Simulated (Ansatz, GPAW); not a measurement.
This is a calculation of Ti (Titanium) for GPAW 26.7.0 (ASE script). 

The input run.py:

```python
from ase.dft.bandgap import bandgap
from ase.io import read, write
from ase.units import GPa
from gpaw import GPAW, PW

atoms = read('POSCAR')

calc = GPAW(mode=PW(600),
            xc='PBE',
            kpts={'size': (10, 10, 6), 'gamma': True},
            occupations={'name': 'methfessel-paxton', 'order': 0, 'width': 0.015},
            nbands=24,
            convergence={'density': 1e-05, 'energy': 1e-05},
            maxiter=150,
            txt='gpaw.txt')
atoms.calc = calc
energy = atoms.get_potential_energy()
forces = atoms.get_forces()
stress = atoms.get_stress()
calc.write('gs.gpw')
write('result.traj', atoms)
print(f'Energy: {energy:.6f} eV')
print('Forces (eV/A):')
print(forces.round(4))
print('Stress (GPa):', (stress / GPa).round(3))
print('Fermi level:', round(calc.get_fermi_level(), 4), 'eV')
print(f'Gap: {bandgap(calc)[0]:.4f} eV, direct: {bandgap(calc, direct=True)[0]:.4f} eV')
```

File POSCAR:

```
Ti
1.0
    2.9500000000      0.0000000000      0.0000000000
   -1.4750000000      2.5547749412      0.0000000000
    0.0000000000      0.0000000000      4.6800000000
Ti
2
Direct
    0.6666666667      0.3333333333      0.7500000000
    0.3333333333      0.6666666667      0.2500000000
```

Potentials or basis: GPAW PAW data sets (gpaw-data 1.2.1), pw.

Run with:

```bash
$ OMP_NUM_THREADS=1 python run.py
```

Task: Set up the same calculation for Ansatz 0.2.0. Potentials or basis there: Ansatz PAW, cutoff 420 eV.

Result: As run (cutoffs and basis follow the program's own potentials, and thresholds, step limits or extra output files can differ):

The input input.yaml:

```yaml
crystal:
  lattice:
    - [2.95, 0.0, 0.0]
    - [-1.475, 2.5547749412, 0.0]
    - [0.0, 0.0, 4.68]
  atoms:
    - { symbol: Ti, position: [0.6666666667, 0.3333333333, 0.75] }
    - { symbol: Ti, position: [0.3333333333, 0.6666666667, 0.25] }
hamiltonian:
  xc: pbe
  pseudopotentials: { kind: paw }
kpoints:
  mp_grid: { grid: [10, 10, 6] }
scf:
  occupations: { method: gaussian, width: 0.015 }
output:
  forces: true
  stress: true
  eigenvalues: true
```

Potentials or basis: Ansatz PAW.

Run with:

```sh
$ ansatz run input.yaml --threads 2 --pin off --max-ram 5632MiB --backend cpu --events-out ev --progress --plain --runs-dir out
```

Both were run:

|  | GPAW | Ansatz |
| --- | --- | --- |
| Pressure | -2.0 GPa | -1.4 GPa |

Ansatz's pressure holds a Pulay term of +0.01 GPa for its cutoff of 420 eV, which the other run lacks.

Where Ansatz's input types no cutoff or centring, it takes its own default and a Γ-centred mesh.

Pressure is positive in compression.
